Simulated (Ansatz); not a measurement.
RuO$_{2}$ (rutile)

```
RuO2
1.0
    4.47993     0.00000     0.00000
    0.00000     4.47993     0.00000
    0.00000     0.00000     3.10691
Ru O
2 4
Direct
  0.50000   0.50000   0.50000
  0.00000   0.00000   0.00000
  0.80532   0.80532   0.50000
  0.30532   0.69468   0.00000
  0.69468   0.30532   0.00000
  0.19468   0.19468   0.50000
```

The slice is a (-1 1 0) plane (indices of the conventional cell) through the point (0.805, 0.805, 0.500) (fractional), spanned by u = [001] and v = [110] in vectors of this cell: u (3.11 Å) and v (6.34 Å, at 90° to u). It covers one period; positions are fractions (u, v).

The numbers are results of r2SCAN (plane waves to 500 eV, PAW, scalar-relativistic; Ansatz, a first-principles code), not measurements. k mesh 11×11×15. Near the nuclei the fields are pseudised (PAW); where an atom keeps semicore shells as valence, they peak there. RuO2 is run without spin polarisation and with no Hubbard U. RuO2 was relaxed with its symmetry unable to fall.

**Question.** What is the ELF at the density minimum of the shortest Ru–O line in this plane (1.93 Å)?

**Answer.** 0.3.

**Question.** Sketch the valence electron density on this plane as a map.

**Answer.** 
```
|@%*=:...:=*%|
|#*+-.   .-+*|
|++=:.   .:=+|
|++=-:. .:-=+|
|%#*=-...-=*#|
|@@%*=:::=*%@|
|@@@#=-:-=#@@|
|@@@*=:::=*@@|
|@@%+-:::-+%@|
|##+=:...:=+#|
|++=:.   .:=+|
|*+=-.   .-=+|
|%#*=:   :=*#|
|@%#=-...-=#%|
|@@#+-----+#@|
|%%*+=+*+=+*%|
|**++*#%#*++*|
|===*%@@@%*==|
|:-=#@@@@@#=-|
|--=*%@@@%*=-|
|+==+#%@%#+==|
|#*+++###+++*|
|@%#+==+==+#%|
|@@#+-:::-+#@|
```
Scale: ten equal steps from -1.21 (start of ' ') to 1.00 (end of '@'), in the order ' .:-=+*#%@'. Values: log₁₀ of the valence density in e/Å³. The map has 12 points along u (one character each, u = 0 at the left) and 24 along v (v = 0 in the bottom row). The scale is logarithmic, as a density can span decades between atoms and voids.
